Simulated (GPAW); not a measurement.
A run of GPAW 26.7.0 is set up as follows.

run.py

```python
import numpy as np
from ase.dft.bandgap import bandgap
from ase.io import read, write
from ase.units import GPa
from gpaw import GPAW, PW
from gpaw.spinorbit import soc_eigenstates

atoms = read('POSCAR')

calc = GPAW(mode=PW(600),
            xc='RPBE',
            kpts={'size': (6, 6, 6), 'gamma': True},
            occupations={'name': 'fermi-dirac', 'width': 0.05},
            nbands=16,
            convergence={'density': 1e-05, 'energy': 1e-05},
            maxiter=150,
            txt='gpaw.txt')
atoms.calc = calc
energy = atoms.get_potential_energy()
forces = atoms.get_forces()
stress = atoms.get_stress()
calc.write('gs.gpw')
write('result.traj', atoms)
print(f'Energy: {energy:.6f} eV')
print('Forces (eV/A):')
print(forces.round(4))
print('Stress (GPa):', (stress / GPa).round(3))
print('Fermi level:', round(calc.get_fermi_level(), 4), 'eV')
print(f'Gap: {bandgap(calc)[0]:.4f} eV, direct: {bandgap(calc, direct=True)[0]:.4f} eV')

path = atoms.cell.bandpath('GXWKGLUWLK,UX', npoints=60, eps=1e-4)
bs_calc = calc.fixed_density(kpts=path, symmetry='off', nbands=31,
                             convergence={'bands': 'CBM+6.0', 'eigenstates': 1e-6}, txt='bands.txt')
bs = bs_calc.band_structure()
bs.write('bs.json')
print(f'Gap on the path: {bandgap(bs_calc)[0]:.4f} eV')

soc = soc_eigenstates(bs_calc, theta=90, phi=45)
np.savetxt('soc_bands.dat', soc.eigenvalues(), fmt='%.4f')
mesh = soc_eigenstates('gs.gpw', theta=90, phi=45)
np.savetxt('soc_mesh.dat', mesh.eigenvalues(), fmt='%.4f')
print('Fermi level with spin-orbit coupling:', round(mesh.fermi_level, 4), 'eV')
```

File POSCAR:

```
RbBr
1.0
    0.0000000000      3.4270000000      3.4270000000
    3.4270000000      0.0000000000      3.4270000000
    3.4270000000      3.4270000000      0.0000000000
Rb Br
1 1
Direct
    0.0000000000      0.0000000000      0.0000000000
    0.5000000000      0.5000000000      0.5000000000
```

Potentials or basis: the program's PAW data sets (release 1.2.1) made for this functional, pw.

Command:

```console
$ OMP_NUM_THREADS=1 python run.py
```

(1) Estimate the band gap along the path.

(2) What does it give for the band gap on the k mesh?

(3) Predict the pressure.

## Answers

(1) 4.54 eV, direct.

(2) 4.54 eV, direct.

(3) 2.3 GPa.

Caveat: spin-orbit coupling was added after a scalar SCF, so levels and gaps hold it while energy, forces, pressure and moments don't; this program's spin-orbit splittings come out too wide for heavy elements.
